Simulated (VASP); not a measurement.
Crystal: TiAl.

```
CELL_PARAMETERS angstrom
2.86726 0.00000 0.00000
-1.43363 2.48312 0.00000
0.00000 0.00000 4.67808
ATOMIC_POSITIONS crystal
Ti 0.00000 0.00000 0.00000
Al 0.33333 0.66667 0.50000
```

The cell comes from a database or a generator and needn't be the stable form of this composition.

```yaml
Program: VASP 6.6.1
Task: relaxation of cell and atoms
Functional: RPBE
Potentials_or_basis: VASP PAW PBE potentials, release 64 (Ti_sv, Al)
Cutoff: 600 eV
k_mesh: 18 × 18 × 10
Occupations: gaussian, width 0.1 eV
Spin: no spin polarisation
```

At the start: pressure 2.6 GPa; volume 16.65 Å³/atom.

Problem. How do energy, volume and symmetry change on relaxing?

Solution. Over 5 steps the energy falls by 4.1 meV/atom and the volume is 17.09 Å³/atom (+2.6 %); space group P-6m2 (No. 187, to 0.05 Å).

Step by step:
```tsv
step	energy change (eV)	largest force (eV/Å)	pressure (GPa)	volume (Å³)
1	0.0000	0.0000	2.61	33.31
2	-0.0059	0.0000	-1.36	34.63
3	-0.0075	0.0000	-0.14	34.19
4	-0.0082	0.0000	-0.03	34.18
5	-0.0083	0.0000	0.02	34.17
```

Final structure:
```
Ti Al
1.0
     2.90500    0.00000    0.00000
    -1.45250    2.51580    0.00000
     0.00000    0.00000    4.67588
Ti Al
1 1
Cartesian
  0.0000 0.0000 0.0000
  0.0000 1.6772 2.3379
```

Caveat: the PAW data sets were made with another functional, which shifts forces and pressure a little.
